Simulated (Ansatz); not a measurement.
# ZnS: what a change does to the field gradients

Base: an entry of the Crystallography Open Database (COD), whose atoms a relaxation with PBE at fixed cell left in place.

```
Zn S
1.0
     0.00000    2.70725    2.70725
     2.70725    0.00000    2.70725
     2.70725    2.70725    0.00000
Zn S
1 1
Direct
  0.00000 0.00000 0.00000
  0.25000 0.25000 0.25000
```

Sites (sets of like atoms) are named by element and the number of their first atom in this list.

All values are calculated (Ansatz; DFT, PBE, plane waves and PAW, scalar-relativistic, 420 eV cutoff, Γ-centred 14×14×14 k-points, Fermi–Dirac smearing 0.02 eV), not measured.

Problem. Variant: z compressed by 2 %, ions relaxed. What happens to the gradients (10²¹ V/m²)?

Solution. 

```csv
site,atoms,V_zz base,η base,V_zz variant,η variant
Zn,1,0.00,–,0.38,0.00
S,2,0.00,–,-0.41,0.00
```

The largest change of V_zz is on S, from 0.00 to -0.41.
